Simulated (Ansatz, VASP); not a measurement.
## VCo (linear Co-V chain) in two plane-wave programs

One calculation is typed for both programs; each brings its own data sets. How far apart do they land? The structure shown is the end of the Ansatz relaxation below.

Calculated with Ansatz 0.2.0; plane waves, with VASP 6.6.1 beside it; single point at PBE.

### 1. Set-up

The cell holds 2 atoms: 1 Co and 1 V. Cell: a = 7.500 Å, b = 7.500 Å, c = 4.358 Å, α = 90.0°, β = 90.0°, γ = 90.0°. Vacuum lies along a and b. The structure's axis is c.

### 2. Ansatz: relaxation, PBE

Ansatz runs on its default PAW (the set named soft_2) files.

This run makes the geometry at which the two programs are then compared.

input.yaml

```yaml
crystal:
  lattice:
    - [7.5, 0.0, 0.0]
    - [0.0, 7.5, 0.0]
    - [0.0, 0.0, 5.4126]
  atoms:
    - { symbol: Co, position: [0.5, 0.5, 0.0], spin: 2.0 }
    - { symbol: V, position: [0.5, 0.5, 0.5], spin: 3.0 }
magnetization:
  spin_polarized: true
kpoints:
  mp_grid: { grid: [1, 1, 15] }
scf:
  occupations: { method: fermi_dirac, width: 0.05 }
hamiltonian:
  xc: pbe
relax:
  cell: { fix: [a, b, alpha, beta, gamma] }
  max_steps: 60
```

On the command line:

```
ansatz run input.yaml --threads 4 --pin off --max-ram 8192MiB --backend cpu --events-out ev --progress --plain --runs-dir out
```

Numbers of over 12 decimals in the logs are rounded to 6 here.

Log:

```text
Engine: ansatz 0.2.0, aarch64-unknown-linux-gnu
Pseudopotentials: kind: paw
Pseudopotential: Co, paw, valence charge 17, recommended cutoff 420 eV (normal), Co.paw.azcp
Pseudopotential: V, paw, valence charge 13, recommended cutoff 420 eV (normal), V.paw.azcp
Functional definition: PBE
  parameter kappa = 0.804
  parameter beta = 0.066725
  exchange = pbe_x(kappa = kappa, mu = beta*pi^2/3)
  correlation = pbe_c(beta = beta)
Crystal: 2 atoms, lattice volume = 304.459 Å³
Basis set: ecut = 420 eV, 5979 PW (Γ), exchange–correlation on 108×108×80 points (8 copies of the dense FFT grid, shifted against one another)
Bands: 22, of which v1, the nominal top of the filled ones, is band 15 counted from 1 (14 counted from 0)
Symmetry: 16 space group operations
Space group: P4/mmm (ITA 123), of the structure as read, at distance tolerance 6.7e-5 Å
Magnetic group: BNS 123.339 (UNI 999), of the structure as read, at distance tolerance 6.7e-5 Å
k-points: 8 of 15
Non-local potential: Co, projectors of the file, l = 0: 3, l = 1: 2, l = 2: 3, l = 3: 1
Non-local potential: V, projectors of the file, l = 0: 3, l = 1: 2, l = 2: 3, l = 3: 1
PAW form: soft (Blöchl's): semilocal exchange-correlation on the pseudo side does not see the compensation charge
PAW one-centre angular grid: Co, 590 points (default); XC on 64 Gauss nodes
PAW one-centre angular grid: V, 590 points (default); XC on 64 Gauss nodes
Initial density: superposition of atomic densities (neutral atoms: chi_scale 0, normalization atom)
Starting moments: Σ|m| = 5 μB on 2 of 2 sites
Initial wavefunctions: pseudopotential atomic-orbital guess
Functional: x = pbe(κ = 0.804, μ = 0.219515), c = pbe(β = 0.066725)
SCF iter   1: F=—  HF=-8028.914629 eV  |F-HF|=—  |Δ(HF+E_count)|=         —  Δρ=2.13e-2 (↑2.13e-2 ↓2.12e-2)  dr2=4.81e0  dr2_m=1.91e-1  M=5.295 μB ∫|m|=5.297 μB  β_m=0.30  ethr=3.10e-3  ⟨swp⟩=6.4  Hψ=1654  notcnv=0
Mixer restart at iter 1: flushing history
preconditioner: auto → LDOS  [metal: Δε(μ)=0.007 eV  Ē_g=2.806 eV  σ=0.050 eV  W_gap=0.04  n_scr=30 (ndim 8)  ℏωp=8.0 eV  f_vac=0.645  D(μ)=30.66/eV (n_scr^D=390)]
spin=Collinear: LDOS preconditioning applied to the charge; magnetization (m = ρ↑ − ρ↓) channel mixes plain (no charge-response kernel on spin).
SCF iter   2: F=—  HF=-8029.485012 eV  |F-HF|=—  |Δ(HF+E_count)|=   5.70e-1  Δρ=1.28e-2 (↑1.14e-2 ↓1.28e-2)  dr2=1.61e0  dr2_m=1.29e-1  M=5.443 μB ∫|m|=5.445 μB  β_m=0.52  ethr=3.10e-3  ⟨swp⟩=2.4  Hψ=688  notcnv=0  defer=18
SCF iter   3: F=—  HF=-8030.457947 eV  |F-HF|=—  |Δ(HF+E_count)|=   9.73e-1  Δρ=1.03e-2 (↑6.15e-3 ↓1.03e-2)  dr2=1.67e-1  dr2_m=1.00e-1  M=5.837 μB ∫|m|=5.839 μB  β_m=0.76  ethr=3.10e-3  ⟨swp⟩=3.0  Hψ=609  notcnv=0  defer=18
SCF iter   4: F=—  HF=-8030.786208 eV  |F-HF|=—  |Δ(HF+E_count)|=         —  Δρ=6.78e-3 (↑3.42e-3 ↓6.78e-3)  dr2=5.05e-2  dr2_m=5.07e-2  M=5.893 μB ∫|m|=5.898 μB  β_m=0.76  ethr=5.55e-4  ⟨swp⟩=2.5  Hψ=676  notcnv=0  defer=16
Mixer restart at iter 4: flushing history
SCF iter   5: F=—  HF=-8030.866078 eV  |F-HF|=—  |Δ(HF+E_count)|=   7.99e-2  Δρ=3.37e-3 (↑2.14e-3 ↓3.37e-3)  dr2=1.13e-2  dr2_m=1.75e-2  M=5.901 μB ∫|m|=5.908 μB  β_m=0.88  ethr=1.68e-4  ⟨swp⟩=2.1  Hψ=554  notcnv=0  defer=16
SCF iter   6: F=—  HF=-8030.889134 eV  |F-HF|=—  |Δ(HF+E_count)|=   2.31e-2  Δρ=1.41e-3 (↑1.41e-3 ↓9.56e-4)  dr2=4.40e-3  dr2_m=2.32e-3  M=5.976 μB ∫|m|=5.984 μB  β_m=0.81  ethr=3.77e-5  ⟨swp⟩=2.1  Hψ=729  notcnv=0  defer=16
SCF iter   7: F=—  HF=-8030.889064 eV  |F-HF|=—  |Δ(HF+E_count)|=   6.98e-5  Δρ=7.58e-4 (↑7.58e-4 ↓3.97e-4)  dr2=1.77e-3  dr2_m=2.88e-4  M=5.973 μB ∫|m|=5.981 μB  β_m=0.89  ethr=1.47e-5  ⟨swp⟩=2.0  Hψ=658  notcnv=0  defer=16
SCF iter   8: F=—  HF=-8030.889248 eV  |F-HF|=—  |Δ(HF+E_count)|=   1.84e-4  Δρ=3.54e-4 (↑3.31e-4 ↓3.54e-4)  dr2=6.58e-4  dr2_m=5.02e-5  M=5.979 μB ∫|m|=5.987 μB  β_m=0.91  ethr=5.89e-6  ⟨swp⟩=2.0  Hψ=652  notcnv=0  defer=16
[...]
preconditioner: auto → LDOS  [metal: Δε(μ)=0.056 eV  Ē_g=3.701 eV  σ=0.050 eV  W_gap=0.27  n_scr=8 (ndim 8)  ℏωp=8.9 eV  f_vac=0.688  D(μ)=4.12/eV (n_scr^D=22)]
spin=Collinear: LDOS preconditioning applied to the charge; magnetization (m = ρ↑ − ρ↓) channel mixes plain (no charge-response kernel on spin).
[...]
the starting moments were not kept: 1 of 2 ended reversed and 1 kept their direction, counting a site from 0.1 μB. The largest reversed, site 0 (counted from 0, in the order of the report's site_moments_mub), started with +2.0 μB and closes at -1.4e0 μB in its sphere.
SCF 6 converged in 10 iterations: F = -8032.211314 eV  dr2 = 1.74e-9
relax step   6: F+E_penalty+E_count = -8032.21131435 eV  Δ(F+E_penalty+E_count) = -4.891e-5 eV  max|allowed force component| = 7.573e-29 eV/Å  Δτ_max = 0.0000 Å  P = -0.126 GPa  Ω = 245.121 Å³  energy of the carried Pulay correction = +3.838e-3 eV  fix = [a, b, alpha, beta, gamma]  reactions: a -0.185, b -0.185 GPa  (10 SCF iters, dr2 threshold 7.57e-9 eV, accepted)
Basis set: ecut = 420 eV, 4847 PW (Γ), exchange–correlation on 108×108×60 points (8 copies of the dense FFT grid, shifted against one another)
Initial wavefunctions: pseudopotential atomic-orbital guess (no wavefunctions were taken with the density)
[...]
preconditioner: auto → LDOS  [metal: Δε(μ)=0.056 eV  Ē_g=3.701 eV  σ=0.050 eV  W_gap=0.27  n_scr=8 (ndim 8)  ℏωp=8.9 eV  f_vac=0.688  D(μ)=4.13/eV (n_scr^D=22)]
spin=Collinear: LDOS preconditioning applied to the charge; magnetization (m = ρ↑ − ρ↓) channel mixes plain (no charge-response kernel on spin).
SCF iter   2: F=—  HF=-8032.208617 eV  |F-HF|=—  |Δ(HF+E_count)|=   1.21e-4  Δρ=8.59e-5 (↑6.80e-5 ↓8.59e-5)  dr2=3.73e-5  dr2_m=1.70e-6  M=2.000 μB ∫|m|=4.982 μB  β_m=0.53  ethr=1.20e-7  ⟨swp⟩=2.0  Hψ=588  notcnv=0
SCF iter   3: F=—  HF=-8032.208607 eV  |F-HF|=—  |Δ(HF+E_count)|=   9.93e-6  Δρ=3.03e-5 (↑2.42e-5 ↓3.03e-5)  dr2=3.10e-6  dr2_m=5.77e-7  M=2.000 μB ∫|m|=4.982 μB  β_m=0.62  ethr=1.20e-7  ⟨swp⟩=2.0  Hψ=429  notcnv=0
SCF iter   4: F=—  HF=-8032.208614 eV  |F-HF|=—  |Δ(HF+E_count)|=   7.38e-6  Δρ=2.50e-5 (↑9.42e-6 ↓2.50e-5)  dr2=1.74e-6  dr2_m=2.64e-7  M=2.000 μB ∫|m|=4.982 μB  β_m=0.75  ethr=1.03e-8  ⟨swp⟩=2.0  Hψ=503  notcnv=0
SCF iter   5: F=—  HF=-8032.208617 eV  |F-HF|=—  |Δ(HF+E_count)|=   3.05e-6  Δρ=6.03e-6 (↑6.03e-6 ↓4.08e-6)  dr2=1.07e-7  dr2_m=2.73e-8  M=2.000 μB ∫|m|=4.982 μB  β_m=0.67  ethr=5.80e-9  ⟨swp⟩=2.0  Hψ=507  notcnv=0
SCF iter   6: F=—  HF=-8032.208617 eV  |F-HF|=—  |Δ(HF+E_count)|=   2.41e-7  Δρ=1.34e-6 (↑1.34e-6 ↓7.53e-7)  dr2=4.29e-9  dr2_m=8.29e-10  M=2.000 μB ∫|m|=4.982 μB  β_m=0.76  ethr=3.55e-10  ⟨swp⟩=2.1  Hψ=514  notcnv=0
SCF iter   7: F=—  HF=-8032.208617 eV  |F-HF|=—  |Δ(HF+E_count)|=   4.92e-9  Δρ=4.00e-7 (↑4.00e-7 ↓3.46e-7)  dr2=2.12e-10  dr2_m=1.84e-10  M=2.000 μB ∫|m|=4.982 μB  β_m=0.88  ethr=1.43e-11  ⟨swp⟩=2.5  Hψ=543  notcnv=0
SCF iter   8: F=—  HF=-8032.208618 eV  |F-HF|=—  |Δ(HF+E_count)|=   2.50e-7  Δρ=1.65e-7 (↑1.65e-7 ↓1.23e-7)  dr2=5.10e-11  dr2_m=1.80e-11  M=2.000 μB ∫|m|=4.982 μB  β_m=0.92  ethr=1.00e-12  ⟨swp⟩=2.8  Hψ=652  notcnv=0
SCF iter   9: F=—  HF=-8032.208618 eV  |F-HF|=—  |Δ(HF+E_count)|=  6.07e-10  Δρ=7.73e-8 (↑7.73e-8 ↓5.23e-8)  dr2=2.08e-11  dr2_m=3.20e-12  M=2.000 μB ∫|m|=4.982 μB  β_m=0.96  ethr=1.00e-12  ⟨swp⟩=2.0  Hψ=431  notcnv=0
SCF iter  10: F=—  HF=-8032.208618 eV  |F-HF|=—  |Δ(HF+E_count)|=  5.46e-12  Δρ=2.51e-8 (↑2.51e-8 ↓1.33e-8)  dr2=5.99e-13  dr2_m=4.75e-13  M=2.000 μB ∫|m|=4.982 μB  β_m=0.98  ethr=1.00e-12  ⟨swp⟩=2.0  Hψ=382  notcnv=0
SCF iter  11: F=-8032.208618 eV  HF=-8032.208618 eV  |F-HF|=0.00e0  |Δ(HF+E_count)|=  1.55e-11  Δρ=3.56e-8 (↑3.56e-8 ↓1.46e-8)  dr2=1.53e-12  dr2_m=1.26e-12  M=2.000 μB ∫|m|=4.982 μB  ethr=1.00e-12  ⟨swp⟩=4.1  Hψ=1293  notcnv=0
the starting moments were not kept: 1 of 2 ended reversed and 1 kept their direction, counting a site from 0.1 μB. The largest reversed, site 0 (counted from 0, in the order of the report's site_moments_mub), started with +2.0 μB and closes at -1.4e0 μB in its sphere.
SCF 7 converged in 11 iterations: F = -8032.208618 eV  dr2 = 1.53e-12
relax step   7: F+E_penalty+E_count = -8032.20861767 eV  Δ(F+E_penalty+E_count) = +2.697e-3 eV  max|allowed force component| = 1.136e-28 eV/Å  Δτ_max = 0.0000 Å  P = -0.129 GPa  Ω = 245.121 Å³  fix = [a, b, alpha, beta, gamma]  reactions: a -0.186, b -0.186 GPa  stress off target by 1.63e-2 GPa on what of the cell is left free  SCF on the basis re-selected at this cell (its energy is not comparable with the rows above)  (11 SCF iters)
basis re-selected at this cell: Δ(F+E_penalty+E_count) = +2.697e-3 eV, ΔP = -0.004 GPa vs the last step (what re-selecting the basis moved, of the pressure what is left beyond the Pulay correction that the steps carried, after the strain that the cell walked since its last selection, with what the two solves' SCF thresholds leave and, on support functions, any second-order correction that the steps lacked; it is no measure of the basis error at this ecutwfc). The dense FFT grid was sized anew with the basis: this SCF ran on 54×54×30 points, the steps before it on 54×54×40, so part of this shift can come from that change (see relax.cell in the input reference). [rest of the remark cut]
SCF converged after 11 iterations
Magnetization: 2.0000 μB (16.0000 up, 14.0000 down)
Absolute magnetization: 4.9827 μB (∫|ρ↑−ρ↓|, with the PAW one-centre terms)
Spin contamination: 1.0830 ħ² per cell (⟨S²⟩ above its minimum at these occupations)
Per-site moments (μB) at R_I (Å): [(-1.399384, 0.898775), (2.284680, 0.898775)]
Free energy (F): -8032.208618 eV
Harris-Foulkes:  -8032.208618 eV  (|F-HF|=0.00e0)
Internal energy: -8032.174835 eV  (E = F + TS)
E sigma→0 (E₀):  -8032.191726 eV
Entropy (-TS):   -0.033783 eV (-16.891 meV/atom)
Fermi energy:    -1.698555 eV
--- Per-component energies (eV) ---
  E_band       = -965.706299
  E_kinetic    = 789.450069
  E_local      = -10332.930123  (includes V_loc(G=0)·N_el)
  E_nonlocal   = 427.059535
  E_hartree    = 4611.403297
  E_xc         = -281.877879
  E_vxc        = -360.065394  (∫ρ·V_xc dr)
  E_paw        = -2642.515748  (= ΣΔE_a)
  E_vpaw       = -712.027337  (= ΣTr[D̂ρ^β])
  E_aug_tail   = 0.000365  (compensation charges beyond the density's cutoff)
  E_ewald      = -602.764351
  E_smearing   = -0.033783  (= −TS)
  E_closure    = 0.000000  (closes the sum)
  Σ components = -8032.208618   (vs F -8032.208618, Δ=0.00e0)
--- Forces (eV/Å), atoms counted from 1 ---
  atom   1  Co     0.00000000     0.00000000     0.00000000
  atom   2  V      0.00000000    -0.00000000     0.00000000
  max |Σ_I F_I| component: 5.81e-28 eV/Å
--- Stress (GPa, compression-positive) ---
       -0.185923       0.000000       0.000000
        0.000000      -0.185923       0.000000
        0.000000       0.000000      -0.016301
  P = ⅓ Tr σ = -0.1294 GPa (-1.294 kbar)
--- Relaxed structure (6 steps of the walk, 6 accepted, 1 SCFs on fresh bases) ---
  F+E_penalty+E_count = -8032.20861767 eV   max|allowed force component| = 1.136e-28 eV/Å   (the final SCF, on the basis selected at the relaxed cell)
  cell:  # Å, volume = 245.1205 Å³
    - [7.5, 0.0, 0.0]
    - [0.0, 7.5, 0.0]
    - [0.0, 0.0, 4.357698]
  atoms:
    - { symbol: Co, position: [0.5, 0.5, 0.0] }
    - { symbol: V, position: [0.5, 0.5, 0.5] }
```

Reading the cycles: dr2 is the Hartree energy of the density residual (eV), the measure of convergence; HF is the Harris–Foulkes estimate of the energy, which meets the free energy F at convergence.

### 3. VASP: single point, PBE

The same cell, functional, mesh and smearing now go to VASP, with its own data sets.

Lines of VASP's logs that name or quote its potential files are left out, and so is its time.

INCAR

```
SYSTEM = VCo
PREC = Accurate
ENCUT = 600
EDIFF = 1E-06
NELM = 200
ISMEAR = -1
SIGMA = 0.05
LREAL = .FALSE.
ALGO = Normal
GGA = PE
NBANDS = 19
ISPIN = 2
MAGMOM = -1.4 2.28
LASPH = .TRUE.
LMAXMIX = 4
LORBIT = 11
LWAVE = .FALSE.
LCHARG = .FALSE.
ISIF = 2
GGA_COMPAT = .FALSE.
```

POSCAR

```
VCo
1.0
    7.5000000000      0.0000000000      0.0000000000
    0.0000000000      7.5000000000      0.0000000000
    0.0000000000      0.0000000000      4.3576983020
Co V
1 1
Direct
    0.5000000000      0.5000000000      0.0000000000
    0.5000000000      0.5000000000      0.5000000000
```

KPOINTS

```
Automatic mesh
0
Gamma
1 1 15
0 0 0
```

Potentials, in the order of the species: Co and V_sv (PBE family, release 64).

On the command line:

```
mpirun -np 1 vasp_std
```

Log:

```text
[banner, memory and clock lines left out]
running    1 mpi-ranks, on    1 nodes
 distrk:  each k-point on    1 cores,    1 groups
 distr:  one band on    1 cores,    1 groups

 POSCAR found type information on POSCAR CoV
 POSCAR found :  2 types and       2 ions
 LDA part: xc-table for (Slater+PW92), standard interpolation
 POSCAR, INCAR and KPOINTS ok, starting setup
 FFT: planning ... GRIDC
 FFT: planning ... GRID_SOFT
 FFT: planning ... GRID
 WAVECAR not read
 entering main loop
       N       E                     dE             d eps       ncg     rms          rms(c)
DAV:   1     0.126845463599E+03    0.12685E+03   -0.10929E+04   832   0.943E+02
DAV:   2    -0.531071951671E+01   -0.13216E+03   -0.12761E+03   620   0.251E+02
DAV:   3    -0.102788601063E+02   -0.49681E+01   -0.47320E+01   849   0.548E+01
DAV:   4    -0.103971641352E+02   -0.11830E+00   -0.11701E+00   646   0.828E+00
DAV:   5    -0.103999321654E+02   -0.27680E-02   -0.27673E-02   765   0.139E+00    0.142E+01
DAV:   6    -0.389867651590E+02   -0.28587E+02   -0.21631E+02   785   0.749E+01    0.614E+01
DAV:   7    -0.950547308452E+01    0.29481E+02   -0.82876E+01   830   0.532E+01    0.998E+00
DAV:   8    -0.914291986802E+01    0.36255E+00   -0.44030E+00   732   0.162E+01    0.598E+00
DAV:   9    -0.929834011217E+01   -0.15542E+00   -0.27997E-01   696   0.355E+00    0.548E+00
DAV:  10    -0.954959980221E+01   -0.25126E+00   -0.52389E-01   760   0.523E+00    0.469E+00
DAV:  11    -0.970573136901E+01   -0.15613E+00   -0.34258E-01   768   0.468E+00    0.222E+00
DAV:  12    -0.962637238598E+01    0.79359E-01   -0.24490E-01   843   0.440E+00    0.262E+00
DAV:  13    -0.970208309841E+01   -0.75711E-01   -0.15482E-01   731   0.306E+00    0.164E+00
DAV:  14    -0.971373187660E+01   -0.11649E-01   -0.38664E-02   830   0.148E+00    0.333E-01
[...]
DAV:  19    -0.971450029511E+01   -0.13921E-03   -0.26895E-04   702   0.812E-02    0.658E-02
DAV:  20    -0.971418818814E+01    0.31211E-03   -0.15011E-03   608   0.192E-01    0.659E-02
DAV:  21    -0.971408673556E+01    0.10145E-03   -0.99201E-04   670   0.119E-01    0.510E-02
DAV:  22    -0.971412418237E+01   -0.37447E-04   -0.70213E-04   643   0.162E-01    0.384E-02
DAV:  23    -0.971423462845E+01   -0.11045E-03   -0.17173E-04   608   0.854E-02    0.311E-02
DAV:  24    -0.971431292856E+01   -0.78300E-04   -0.24870E-04   624   0.664E-02    0.763E-03
DAV:  25    -0.971428711105E+01    0.25818E-04   -0.26497E-05   608   0.419E-02    0.383E-03
DAV:  26    -0.971428765651E+01   -0.54546E-06   -0.65123E-06   620   0.170E-02
   1 F= -.97142877E+01 E0= -.96970331E+01  d E =-.345092E-01  mag=     2.0000
```

(Continued in part 2 of 2.)

[Lines on the potential files, build, host, timing and source positions are cut from VASP's logs without a mark.]

[Logs are printed without paths, hosts, clocks, repeated set-up lines and the standing remarks that a program may print on its own settings, such as how far it seeks lower states.]

[Hosts, paths, dates, database ids (printed as entryN), source tags and the programs' standing remarks are cut or masked in the printed files.]
